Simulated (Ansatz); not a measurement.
Crystal: Ni.

```
Ni
1.0
     2.44802    0.00000    0.00000
    -1.22401    2.12005    0.00000
     0.00000    0.00000    4.07281
Ni
2
Direct
  0.66667 0.33333 0.75000
  0.33333 0.66667 0.25000
```

This isn't the form of Ni at room conditions, which is fcc.

| Property | Result |
| --- | --- |
| Program | Ansatz 0.2.0 |
| Task | relaxation of cell and atoms |
| Functional | PBEsol0 |
| Potentials or basis | Ansatz PAW |
| Cutoff | 420 eV (not typed: the program's choice for these potentials) |
| k mesh | 6 × 6 × 4 |
| Occupations | fermi-dirac, width 0.05 eV |
| Spin | collinear spin, ferromagnetic start |
| Starting moments | [1.0, 1.0] μB |

At the start: volume 10.57 Å³/atom.

Task: Where does the relaxation end?

Result: It ends after 8 steps and the volume is 10.17 Å³/atom (-3.7 %); space group P6_3/mmc (No. 194, to 0.05 Å); moment 1.36 μB per cell.

Step by step:
| step | energy change (eV) | largest force (eV/Å) | volume (Å³) |
| --- | --- | --- | --- |
| 1 | 0.0000 | 0.0000 | 21.14 |
| 2 | -0.0192 | 0.0000 | 20.75 |
| 3 | -0.0276 | 0.0000 | 20.30 |
| 4 | -0.0276 | 0.0000 | 20.34 |
| 5 | -0.0276 | 0.0000 | 20.34 |
| 6 | -0.0251 | 0.0000 | 20.34 |
| 7 | -0.0251 | 0.0000 | 20.35 |
| 8 | -0.0251 | 0.0000 | 20.35 |

Final structure:
```
Ni
1.0
     2.43205    0.00000    0.00000
    -1.21603    2.10622    0.00000
     0.00000    0.00000    3.97220
Ni
2
Direct
  0.66667 0.33333 0.75000
  0.33333 0.66667 0.25000
```

Caveat: the k mesh is coarse (spacing up to 0.49 Å⁻¹), so the values aren't converged, least of all with exact exchange; the magnetic or orbital state may not be the lowest; the plane-wave basis is chosen anew once the cell has moved, so the energies of steps on either side of that aren't comparable; the pressure holds a Pulay correction of +0.4 GPa for the finite cutoff; the PAW data sets come from PBE, with cores solved anew for the run's functional, which leaves a small shift of forces and pressure.
